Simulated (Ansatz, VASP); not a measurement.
## AlP: VASP beside Ansatz

```
Al P
1.0
     0.00000    2.71695    2.71695
     2.71695    0.00000    2.71695
     2.71695    2.71695    0.00000
Al P
1 1
Direct
  0.00000 0.00000 0.00000
  0.75000 0.75000 0.75000
```

Alike in both runs: task single point; functional LDA; k mesh 10 × 10 × 10; occupations gaussian, width 0.05 eV; no spin polarisation.

|  | VASP | Ansatz |
| --- | --- | --- |
| version | VASP 6.6.1 | Ansatz 0.2.0 |
| potentials or method | VASP PAW LDA potentials, release 64 (Al, P) | scalar-relativistic, plane waves, PAW |
| plane-wave cutoff (eV) | 520 | 420 |
| valence electrons in the cell | 8 | 8 |

|  | VASP | Ansatz | Ansatz less VASP |
| --- | --- | --- | --- |
| gap on the k mesh at the Fermi level (eV) | 1.41 | 1.42 | +0.005 |
| least direct gap on the mesh (eV) | 3.24 | 3.23 | -0.016 |
| pressure (GPa) | 0.0 | 0.0 | -0.05 |

Ansatz warned: «pseudo_functional_mismatch».

A k mesh can miss the band edges. LDA gaps usually lie below the measured ones, often by a third to a half.
